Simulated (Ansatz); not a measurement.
# NiO (Fm-3m) in Ansatz: settings compared

Aim: see how the results for NiO move with the level of theory and the settings. Levels: BPBE, PBE. Tasks: single point, equation of state, band structure.

Everything below comes from runs of Ansatz 0.2.0. Logs are shortened: lines on timing, memory, paths and dates and some standing lists are left out, and cuts for length are marked.

## (1) The crystal as given

It takes space group Fm-3m (No. 225, cubic). Conventional cell: a = 4.172 Å, b = 4.172 Å, c = 4.172 Å, α = 90.00°, β = 90.00°, γ = 90.00°. Around Ni (site symmetry m-3m) lie 6 O at 2.09 Å. O (site symmetry m-3m) has 6 Ni at 2.09 Å as nearest neighbours.

## (2) Single point, BPBE, collinear spin, ferromagnetic start, 8.53 Å³/atom (volume scaled by 0.94)

File input.yaml:

```yaml
crystal:
  lattice:
    - [0.0, 2.0433202721, 2.0433202721]
    - [2.0433202721, 0.0, 2.0433202721]
    - [2.0433202721, 2.0433202721, 0.0]
  atoms:
    - { symbol: Ni, position: [0.0, 0.0, 0.0], spin: 1.0 }
    - { symbol: O, position: [0.5, 0.5, 0.5] }
hamiltonian:
  xc: { exchange: b88, correlation: pbe }
  pseudopotentials: { kind: paw }
magnetization:
  spin_polarized: true
kpoints:
  mp_grid: { grid: [11, 11, 11] }
scf:
  occupations: { method: fermi_dirac, width: 0.05 }
output:
  forces: true
  stress: true
  eigenvalues: true
```

Potentials or basis: Ansatz PAW.

The run is started by

```console
ansatz run input.yaml --threads 2 --pin off --max-ram 5120MiB --backend cpu --events-out ev --progress --plain --runs-dir out
```

The program printed:

```text
Warning: RAYON_NUM_THREADS=2 ignored (pool sized by the plan → 2); use --threads N
Engine: ansatz 0.2.0, aarch64-unknown-linux-gnu
Pseudopotentials: kind: paw
Pseudopotential: Ni, paw, valence charge 18, recommended cutoff 420 eV (normal), Ni.paw.azcp
Pseudopotential: O, paw, valence charge 6, recommended cutoff 420 eV (normal), O.paw.azcp
Functional definition: unnamed
  exchange = b88_x
  correlation = pbe_c
Crystal: 2 atoms, lattice volume = 17.062 Å³
Basis set: ecut = 420 eV, 331 PW (Γ), exchange–correlation on 40×40×40 points (8 copies of the dense FFT grid, shifted against one another)
Bands: 17, of which v1, the nominal top of the filled ones, is band 12 counted from 1 (11 counted from 0)
Symmetry: 48 space group operations
Space group: Fm-3m (ITA 225), of the structure as read, at distance tolerance 2.6e-5 Å
Magnetic group: BNS 225.116 (UNI 1618), of the structure as read, at distance tolerance 2.6e-5 Å
k-points: 56 of 1331
Non-local potential: Ni, projectors of the file, l = 0: 3, l = 1: 2, l = 2: 3, l = 3: 1
Non-local potential: O, projectors of the file, l = 0: 2, l = 1: 2, l = 2: 1
PAW form: soft (Blöchl's): semilocal exchange-correlation on the pseudo side does not see the compensation charge
PAW frozen core: Ni, regenerated for the run's functional, and the local potential with it (the file was generated under x = pbe(κ = 0.804, μ = 0.2195149727645171), c = pbe(β = 0.06672455060314922))
PAW frozen core: O, regenerated for the run's functional, and the local potential with it (the file was generated under x = pbe(κ = 0.804, μ = 0.2195149727645171), c = pbe(β = 0.06672455060314922))
PAW one-centre angular grid: Ni, 590 points (default); XC on 64 Gauss nodes
PAW one-centre angular grid: O, 110 points (default); XC on 64 Gauss nodes
Initial density: superposition of atomic densities (chi_scale 0.1, normalization cell, long waves kept (reshape's long-wave potential 0.00 eV rms))
Starting moments: Σ|m| = 1 μB on 1 of 2 sites
Initial wavefunctions: pseudopotential atomic-orbital guess
Functional: x = b88, c = pbe(β = 0.06672455060314922)
SCF iter   1: F=—  HF=-6413.593563 eV  |F-HF|=—  |Δ(HF+E_count)|=         —  Δρ=2.01e-1 (↑6.68e-2 ↓2.01e-1)  dr2=7.49e0  dr2_m=9.81e-1  M=0.296 μB ∫|m|=0.296 μB  β_m=0.30  ethr=3.10e-3  ⟨swp⟩=5.5  Hψ=8323  notcnv=0
Mixer restart at iter 1: flushing history
preconditioner: auto → none  [metal: Δε(μ)=0.042 eV  Ē_g=14.685 eV  σ=0.050 eV  W_gap=0.21  n_scr=8 (ndim 8)  ℏωp=36.0 eV  f_vac=0.000  D(μ)=1.63/eV (n_scr^D=14)  sad-step TF]
SCF iter   2: F=—  HF=-6414.258319 eV  |F-HF|=—  |Δ(HF+E_count)|=   6.65e-1  Δρ=8.62e-2 (↑3.11e-2 ↓8.62e-2)  dr2=9.76e-1  dr2_m=3.03e-1  M=0.409 μB ∫|m|=0.410 μB  β_m=0.38  ethr=3.10e-3  ⟨swp⟩=3.0  Hψ=4825  notcnv=0  defer=11
SCF iter   3: F=—  HF=-6414.765698 eV  |F-HF|=—  |Δ(HF+E_count)|=   5.07e-1  Δρ=4.39e-2 (↑1.70e-2 ↓4.39e-2)  dr2=3.05e-1  dr2_m=7.66e-2  M=0.421 μB ∫|m|=0.421 μB  β_m=0.54  ethr=3.10e-3  ⟨swp⟩=2.0  Hψ=3297  notcnv=0  defer=7
SCF iter   4: F=—  HF=-6414.936229 eV  |F-HF|=—  |Δ(HF+E_count)|=   1.71e-1  Δρ=1.71e-2 (↑7.98e-3 ↓1.71e-2)  dr2=3.39e-2  dr2_m=1.37e-2  M=0.508 μB ∫|m|=0.508 μB  β_m=0.57  ethr=1.27e-3  ⟨swp⟩=2.5  Hψ=3090  notcnv=0  defer=7
SCF iter   5: F=—  HF=-6415.145135 eV  |F-HF|=—  |Δ(HF+E_count)|=         —  Δρ=9.10e-2 (↑7.84e-2 ↓9.10e-2)  dr2=3.28e-2  dr2_m=1.12e0  M=1.245 μB ∫|m|=1.245 μB  β_m=1.00  ethr=1.41e-4  ⟨swp⟩=2.0  Hψ=3311  notcnv=0  defer=8
Mixer restart at iter 5: flushing history
SCF iter   6: F=—  HF=-6415.021282 eV  |F-HF|=—  |Δ(HF+E_count)|=         —  Δρ=2.33e-2 (↑2.33e-2 ↓1.61e-2)  dr2=1.46e-1  dr2_m=9.78e-3  M=1.298 μB ∫|m|=1.301 μB  β_m=0.57  ethr=2.08e-4  ⟨swp⟩=3.0  Hψ=4207  notcnv=0  defer=8
Mixer restart at iter 6: flushing history
SCF iter   7: F=—  HF=-6415.052010 eV  |F-HF|=—  |Δ(HF+E_count)|=   3.07e-2  Δρ=4.56e-2 (↑1.36e-2 ↓4.56e-2)  dr2=2.71e-1  dr2_m=7.88e-2  M=1.467 μB ∫|m|=1.470 μB  β_m=0.36  ethr=2.08e-4  ⟨swp⟩=3.0  Hψ=5158  notcnv=0  defer=22  recentre
SCF iter   8: F=—  HF=-6414.988154 eV  |F-HF|=—  |Δ(HF+E_count)|=   6.39e-2  Δρ=1.33e-2 (↑1.33e-2 ↓7.23e-3)  dr2=1.04e-2  dr2_m=1.38e-2  M=1.368 μB ∫|m|=1.371 μB  β_m=0.31  ethr=2.08e-4  ⟨swp⟩=3.0  Hψ=5020  notcnv=0  defer=24
SCF iter   9: F=—  HF=-6414.986378 eV  |F-HF|=—  |Δ(HF+E_count)|=   1.78e-3  Δρ=9.26e-3 (↑7.98e-3 ↓9.26e-3)  dr2=1.39e-3  dr2_m=1.12e-2  M=1.425 μB ∫|m|=1.429 μB  β_m=0.43  ethr=4.33e-5  ⟨swp⟩=2.4  Hψ=3144  notcnv=0  defer=24
SCF iter  10: F=—  HF=-6414.986877 eV  |F-HF|=—  |Δ(HF+E_count)|=   4.99e-4  Δρ=3.18e-3 (↑3.18e-3 ↓2.41e-3)  dr2=6.54e-5  dr2_m=1.21e-3  M=1.509 μB ∫|m|=1.514 μB  β_m=0.66  ethr=5.77e-6  ⟨swp⟩=2.4  Hψ=3371  notcnv=0  defer=24
SCF iter  11: F=—  HF=-6414.986802 eV  |F-HF|=—  |Δ(HF+E_count)|=   7.52e-5  Δρ=1.93e-3 (↑1.38e-3 ↓1.93e-3)  dr2=7.41e-5  dr2_m=4.17e-4  M=1.536 μB ∫|m|=1.542 μB  β_m=0.72  ethr=2.72e-7  ⟨swp⟩=2.1  Hψ=3370  notcnv=0  defer=24
SCF iter  12: F=—  HF=-6414.986830 eV  |F-HF|=—  |Δ(HF+E_count)|=   2.81e-5  Δρ=1.47e-4 (↑7.55e-5 ↓1.47e-4)  dr2=3.76e-6  dr2_m=8.22e-7  M=1.527 μB ∫|m|=1.532 μB  β_m=0.86  ethr=2.72e-7  ⟨swp⟩=2.1  Hψ=2888  notcnv=0  defer=24
SCF iter  13: F=—  HF=-6414.986832 eV  |F-HF|=—  |Δ(HF+E_count)|=   2.29e-6  Δρ=4.68e-5 (↑4.68e-5 ↓3.33e-5)  dr2=7.48e-8  dr2_m=2.31e-7  M=1.527 μB ∫|m|=1.532 μB  β_m=0.93  ethr=1.57e-8  ⟨swp⟩=2.4  Hψ=2915  notcnv=0  defer=24
SCF iter  14: F=—  HF=-6414.986832 eV  |F-HF|=—  |Δ(HF+E_count)|=   7.11e-8  Δρ=2.19e-5 (↑1.74e-5 ↓2.19e-5)  dr2=2.03e-8  dr2_m=5.56e-8  M=1.527 μB ∫|m|=1.532 μB  β_m=0.96  ethr=3.12e-10  ⟨swp⟩=2.2  Hψ=2740  notcnv=0  defer=24
SCF iter  15: F=-6414.986832 eV  HF=-6414.986832 eV  |F-HF|=4.03e-9  |Δ(HF+E_count)|=   2.09e-9  Δρ=6.54e-6 (↑3.26e-6 ↓6.54e-6)  dr2=4.83e-9  dr2_m=2.90e-9  M=1.527 μB ∫|m|=1.532 μB  ethr=8.45e-11  ⟨swp⟩=2.8  Hψ=6394  notcnv=0
SCF 1 converged in 15 iterations: F = -6414.986832 eV  dr2 = 4.83e-9
SCF converged after 15 iterations
Magnetization: 1.5269 μB (12.7635 up, 11.2365 down)
Absolute magnetization: 1.5316 μB (∫|ρ↑−ρ↓|, with the PAW one-centre terms)
Spin contamination: 0.0076 ħ² per cell (⟨S²⟩ above its minimum at these occupations)
Per-site moments (μB) at R_I (Å): [(1.2406891417418635, 0.8428696122412499), (0.23203993612665402, 0.8428696122412499)]
Free energy (F): -6414.986832 eV
Harris-Foulkes:  -6414.986832 eV  (|F-HF|=4.03e-9)
Internal energy: -6414.975554 eV  (E = F + TS)
E sigma→0 (E₀):  -6414.981193 eV
Entropy (-TS):   -0.011279 eV (-5.639 meV/atom)
Fermi energy:    15.894305 eV
--- Per-component energies (eV) ---
  E_band       = -298.236730
  E_kinetic    = 454.817491
  E_local      = -3889.549864  (includes V_loc(G=0)·N_el)
  E_nonlocal   = 693.789528
  E_hartree    = 1607.295117
  E_xc         = -157.418187
  E_vxc        = -201.925194  (∫ρ·V_xc dr)
  E_paw        = -1801.267694  (= ΣΔE_a)
  E_vpaw       = -569.964610  (= ΣTr[D̂ρ^β])
  E_aug_tail   = 0.003116  (compensation charges beyond the density's cutoff)
  E_ewald      = -3322.626649
  E_core_change = -0.018411  (= ΣΔE_core)
  E_smearing   = -0.011279  (= −TS)
  E_closure    = -0.000000  (closes the sum)
  Σ components = -6414.986832   (vs F -6414.986832, Δ=0.00e0)
--- Forces (eV/Å), atoms counted from 1 ---
  atom   1  Ni    -0.00000000     0.00000000    -0.00000000
  atom   2  O      0.00000000     0.00000000    -0.00000000
  max |Σ_I F_I| component: 1.41e-29 eV/Å
--- Stress (GPa, compression-positive) ---
       18.190528      -0.000000       0.000000
       -0.000000      18.190528      -0.000000
       -0.000000      -0.000000      18.190528
  P = ⅓ Tr σ = 18.1905 GPa (181.905 kbar)
--- Band table (eV; the first three rows and the last of 112) ---
  k-point 0 ↑: bands = ["-88.4450", "-48.8609", "-48.8609", "-48.8609", "-5.2814", "12.4427", "12.4427", "12.4427", "12.7476", "12.7476", "13.0876", "13.0876", "13.0876", "17.6593", "33.7722", "35.1293", "35.1293"]
  k-point 1 ↑: bands = ["-88.4447", "-48.8642", "-48.8614", "-48.8614", "-5.1761", "11.6154", "11.6673", "11.6673", "13.1010", "13.1010", "13.3703", "13.6112", "13.6112", "18.2320", "32.0480", "34.8713", "34.8713"]
  k-point 2 ↑: bands = ["-88.4438", "-48.8731", "-48.8625", "-48.8625", "-4.8802", "10.2052", "10.8514", "10.8514", "13.2845", "13.2845", "13.6374", "14.5233", "14.5233", "19.4496", "29.7850", "33.7774", "33.7774"]
  k-point 55 ↓: bands = ["-86.8420", "-47.3341", "-47.3319", "-47.3197", "-3.1240", "9.2772", "9.3333", "10.2159", "14.4885", "14.7164", "15.0541", "16.0597", "16.8058", "25.2623", "26.8464", "27.0171", "30.5378"]
```

Wall time 2.1 s (2 threads of Arm Neoverse V2, shared host); peak memory 0.29 GiB.

Results:

```yaml
Free_energy: -6414.9868 eV
Pressure: 18.2 GPa
Band_gap_on_the_k_mesh: none (metal or under the smearing width)
Net_moment: 1.53 μB per cell
Absolute_moment: 1.53 μB per cell
Site_moments: Ni +1.24; O +0.23 μB
```

Caveat: the pressure holds a Pulay correction of +0.8 GPa for the finite cutoff; a cell with one magnetic atom can't hold antiferromagnetic order, which such compounds often take; semilocal functionals often make such compounds metallic where correlation or magnetic order opens a gap, which also shifts bond lengths; the PAW data sets come from PBE, with cores solved anew for the run's functional, which leaves a small shift of forces and pressure.

## (3) Single point, BPBE, collinear spin, ferromagnetic start, 8.71 Å³/atom (volume scaled by 0.96)

input.yaml, as its differences from that of step 2:

```diff
@@ -2,5 +2,5 @@
   lattice:
-    - [0.0, 2.0433202721, 2.0433202721]
-    - [2.0433202721, 0.0, 2.0433202721]
-    - [2.0433202721, 2.0433202721, 0.0]
+    - [0.0, 2.0577103256, 2.0577103256]
+    - [2.0577103256, 0.0, 2.0577103256]
+    - [2.0577103256, 2.0577103256, 0.0]
   atoms:
```

Potentials or basis: Ansatz PAW.

The run is started by

```console
ansatz run input.yaml --threads 2 --pin off --max-ram 5120MiB --backend cpu --events-out ev --progress --plain --runs-dir out
```

It took 2.1 s on 2 threads of Arm Neoverse V2, shared host; peak memory 0.29 GiB.

It converged, with:

- Free energy: -6415.0225 eV
- Pressure: 13.3 GPa
- Band gap on the k mesh: none (metal or under the smearing width)
- Net moment: 1.59 μB per cell
- Absolute moment: 1.60 μB per cell
- Site moments: Ni +1.29; O +0.24 μB

Caveat: the pressure holds a Pulay correction of +0.8 GPa for the finite cutoff; a cell with one magnetic atom can't hold antiferromagnetic order, which such compounds often take; semilocal functionals often make such compounds metallic where correlation or magnetic order opens a gap, which also shifts bond lengths; the PAW data sets come from PBE, with cores solved anew for the run's functional, which leaves a small shift of forces and pressure.

## (4) Single point, BPBE, collinear spin, ferromagnetic start, 8.89 Å³/atom (volume scaled by 0.98)

input.yaml, as its differences from that of step 3:

```diff
@@ -2,5 +2,5 @@
   lattice:
-    - [0.0, 2.0577103256, 2.0577103256]
-    - [2.0577103256, 0.0, 2.0577103256]
-    - [2.0577103256, 2.0577103256, 0.0]
+    - [0.0, 2.0719018797, 2.0719018797]
+    - [2.0719018797, 0.0, 2.0719018797]
+    - [2.0719018797, 2.0719018797, 0.0]
   atoms:
@@ -21 +21,5 @@
   eigenvalues: true
+  write_density: true
+  write_potential: true
+  elf: true
+  volumetric_format: npy
```

The run is started by

```console
ansatz run input.yaml --threads 2 --pin off --max-ram 5120MiB --backend cpu --events-out ev --progress --plain --runs-dir out
```

It took 2.2 s on 2 threads of Arm Neoverse V2, shared host; peak memory 0.29 GiB.

It converged, with:

```yaml
Free_energy: -6415.0477 eV
Pressure: 9.1 GPa
Band_gap_on_the_k_mesh: none (metal or under the smearing width)
Net_moment: 1.67 μB per cell
Absolute_moment: 1.68 μB per cell
Site_moments: Ni +1.35; O +0.26 μB
```

Caveat: the pressure holds a Pulay correction of +0.8 GPa for the finite cutoff; a cell with one magnetic atom can't hold antiferromagnetic order, which such compounds often take; semilocal functionals often make such compounds metallic where correlation or magnetic order opens a gap, which also shifts bond lengths; the PAW data sets come from PBE, with cores solved anew for the run's functional, which leaves a small shift of forces and pressure.

## (5) Single point, BPBE, collinear spin, ferromagnetic start, 9.08 Å³/atom

input.yaml, as its differences from that of step 4:

```diff
@@ -2,5 +2,5 @@
   lattice:
-    - [0.0, 2.0719018797, 2.0719018797]
-    - [2.0719018797, 0.0, 2.0719018797]
-    - [2.0719018797, 2.0719018797, 0.0]
+    - [0.0, 2.0859016414, 2.0859016414]
+    - [2.0859016414, 0.0, 2.0859016414]
+    - [2.0859016414, 2.0859016414, 0.0]
   atoms:
```

The run is started by

```console
ansatz run input.yaml --threads 2 --pin off --max-ram 5120MiB --backend cpu --events-out ev --progress --plain --runs-dir out
```

Wall time 2.7 s (2 threads of Arm Neoverse V2, shared host); peak memory 0.29 GiB.

It converged, with:

```yaml
Free_energy: -6415.0641 eV
Pressure: 5.4 GPa
Band_gap_on_the_k_mesh: none (metal or under the smearing width)
Net_moment: 1.75 μB per cell
Absolute_moment: 1.75 μB per cell
Site_moments: Ni +1.41; O +0.28 μB
```

Caveat: the pressure holds a Pulay correction of +0.8 GPa for the finite cutoff; a cell with one magnetic atom can't hold antiferromagnetic order, which such compounds often take; semilocal functionals often make such compounds metallic where correlation or magnetic order opens a gap, which also shifts bond lengths; the PAW data sets come from PBE, with cores solved anew for the run's functional, which leaves a small shift of forces and pressure.

## (6) Single point, BPBE, collinear spin, ferromagnetic start, 9.26 Å³/atom (volume scaled by 1.02)

input.yaml, as its differences from that of step 5:

```diff
@@ -2,5 +2,5 @@
   lattice:
-    - [0.0, 2.0859016414, 2.0859016414]
-    - [2.0859016414, 0.0, 2.0859016414]
-    - [2.0859016414, 2.0859016414, 0.0]
+    - [0.0, 2.0997159621, 2.0997159621]
+    - [2.0997159621, 0.0, 2.0997159621]
+    - [2.0997159621, 2.0997159621, 0.0]
   atoms:
@@ -21,5 +21 @@
   eigenvalues: true
-  write_density: true
-  write_potential: true
-  elf: true
-  volumetric_format: npy
```

Potentials or basis: Ansatz PAW.

The run is started by

```console
ansatz run input.yaml --threads 2 --pin off --max-ram 5120MiB --backend cpu --events-out ev --progress --plain --runs-dir out
```

Run time: 2.2 s. Hardware: 2 threads of Arm Neoverse V2, shared host; peak memory 0.29 GiB.

Results (log left out):

- Free energy: -6415.0722 eV
- Pressure: 1.8 GPa
- Band gap on the k mesh: none (metal or under the smearing width)
- Net moment: 1.80 μB per cell
- Absolute moment: 1.81 μB per cell
- Site moments: Ni +1.45; O +0.29 μB

Caveat: the pressure holds a Pulay correction of +0.8 GPa for the finite cutoff; a cell with one magnetic atom can't hold antiferromagnetic order, which such compounds often take; semilocal functionals often make such compounds metallic where correlation or magnetic order opens a gap, which also shifts bond lengths; the PAW data sets come from PBE, with cores solved anew for the run's functional, which leaves a small shift of forces and pressure.

## (7) Single point, BPBE, collinear spin, ferromagnetic start, 9.44 Å³/atom (volume scaled by 1.04)

input.yaml, as its differences from that of step 6:

```diff
@@ -2,5 +2,5 @@
   lattice:
-    - [0.0, 2.0997159621, 2.0997159621]
-    - [2.0997159621, 0.0, 2.0997159621]
-    - [2.0997159621, 2.0997159621, 0.0]
+    - [0.0, 2.1133508634, 2.1133508634]
+    - [2.1133508634, 0.0, 2.1133508634]
+    - [2.1133508634, 2.1133508634, 0.0]
   atoms:
@@ -21 +21,5 @@
   eigenvalues: true
+  write_density: true
+  write_potential: true
+  elf: true
+  volumetric_format: npy
```

The run is started by

```console
ansatz run input.yaml --threads 2 --pin off --max-ram 5120MiB --backend cpu --events-out ev --progress --plain --runs-dir out
```

Run time: 2.8 s. Hardware: 2 threads of Arm Neoverse V2, shared host; peak memory 0.3 GiB.

It converged, with:

- Free energy: -6415.0725 eV
- Pressure: -1.5 GPa
- Band gap on the k mesh: none (metal or under the smearing width)
- Net moment: 1.84 μB per cell
- Absolute moment: 1.84 μB per cell
- Site moments: Ni +1.48; O +0.30 μB

Caveat: the pressure holds a Pulay correction of +0.7 GPa for the finite cutoff; a cell with one magnetic atom can't hold antiferromagnetic order, which such compounds often take; semilocal functionals often make such compounds metallic where correlation or magnetic order opens a gap, which also shifts bond lengths; the PAW data sets come from PBE, with cores solved anew for the run's functional, which leaves a small shift of forces and pressure.

## (8) Single point, BPBE, collinear spin, ferromagnetic start, 9.62 Å³/atom (volume scaled by 1.06)

input.yaml, as its differences from that of step 7:

```diff
@@ -2,5 +2,5 @@
   lattice:
-    - [0.0, 2.1133508634, 2.1133508634]
-    - [2.1133508634, 0.0, 2.1133508634]
-    - [2.1133508634, 2.1133508634, 0.0]
+    - [0.0, 2.1268120599, 2.1268120599]
+    - [2.1268120599, 0.0, 2.1268120599]
+    - [2.1268120599, 2.1268120599, 0.0]
   atoms:
@@ -21,5 +21 @@
   eigenvalues: true
-  write_density: true
-  write_potential: true
-  elf: true
-  volumetric_format: npy
```

The run is started by

```console
ansatz run input.yaml --threads 2 --pin off --max-ram 5120MiB --backend cpu --events-out ev --progress --plain --runs-dir out
```

It took 2.4 s on 2 threads of Arm Neoverse V2, shared host; peak memory 0.3 GiB.

The run converged. Its results:

```
Free energy            : -6415.0655 eV
Pressure               : -4.5 GPa
Band gap on the k mesh : none (metal or under the smearing width)
Net moment             : 1.87 μB per cell
Absolute moment        : 1.88 μB per cell
Site moments           : Ni +1.50; O +0.31 μB
```

Caveat: the pressure holds a Pulay correction of +0.7 GPa for the finite cutoff; a cell with one magnetic atom can't hold antiferromagnetic order, which such compounds often take; semilocal functionals often make such compounds metallic where correlation or magnetic order opens a gap, which also shifts bond lengths; the PAW data sets come from PBE, with cores solved anew for the run's functional, which leaves a small shift of forces and pressure.

## (9) Equation of state, BPBE, collinear spin, ferromagnetic start

Potentials or basis: Ansatz PAW.

No new run: the results of the series are fitted here.

Results:

```yaml
Equilibrium_volume: 9.35 Å³/atom
Bulk_modulus: 168 GPa
Pressure_derivative_of_the_bulk_modulus: "3.2 (rough: it moves with the points fitted)"
```

Energy against volume, from the lowest point:
| volume (Å³/atom) | energy (meV/atom) |
| --- | --- |
| 8.531 | 42.85 |
| 8.713 | 25.03 |
| 8.894 | 12.44 |
| 9.076 | 4.21 |
| 9.257 | 0.18 |
| 9.439 | 0.00 |
| 9.620 | 3.50 |

Caveat: the potentials were made for another functional, which shifts forces and pressure.

(Continued in part 2 of 2.)
